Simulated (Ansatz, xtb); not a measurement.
Relative energies of C3H6O2 isomers

2 of its isomers, all singlets with charge 0: A = methyl acetate `COC(C)=O`; B = propionic acid `CCC(=O)O`.

Shapes, held fixed at every level: PBE0-D4/def2-TZVP. Flexible molecules stand in one conformer, not always the lowest. Programs: Ansatz 0.2.0, xtb 6.7.1.

Enthalpies at 298 K in kJ/mol, with harmonic thermal terms from PBE0-D4/def2-TZVP. Measured gas-phase heats of formation: A CRC Handbook of Chemistry and Physics; B CRC Handbook of Chemistry and Physics.

(1) From chemical knowledge, estimate the order of stability.

Answers

(1) B < A in rising energy, over a span of 42 kJ/mol, by experiment. All levels agree on that. A flexible isomer may stand in a higher conformer, which biases the errors below by several kJ/mol. Absolute errors: CCSD/def2-TZVPP 0.0; wB97M-V/def2-TZVPP 0.2; CCSD/def2-SVP 0.4; CCSD(T)/CBS estimate 0.8; MP2/def2-TZVPP 3.4; MP2/def2-SVP 4.9; B3LYP-D4/def2-TZVPP 5.2; GFN1-xTB 36.3 kJ/mol. The CBS estimate extrapolates MP2 from def2-TZVPP and def2-QZVPP and adds CCSD(T) − MP2 in the triple-zeta set, cores frozen.

```
               level                    kind  B − A
            GFN1-xTB          semi-empirical   -6.1
 B3LYP-D4/def2-TZVPP           global hybrid  -37.2
  wB97M-V/def2-TZVPP  range-separated hybrid  -42.6
        MP2/def2-SVP     perturbation theory  -47.3
      MP2/def2-TZVPP     perturbation theory  -45.8
       CCSD/def2-SVP   coupled cluster or CI  -42.8
     CCSD/def2-TZVPP   coupled cluster or CI  -42.4
CCSD(T)/CBS estimate   coupled cluster or CI  -43.2
            measured              experiment  -42.4
```
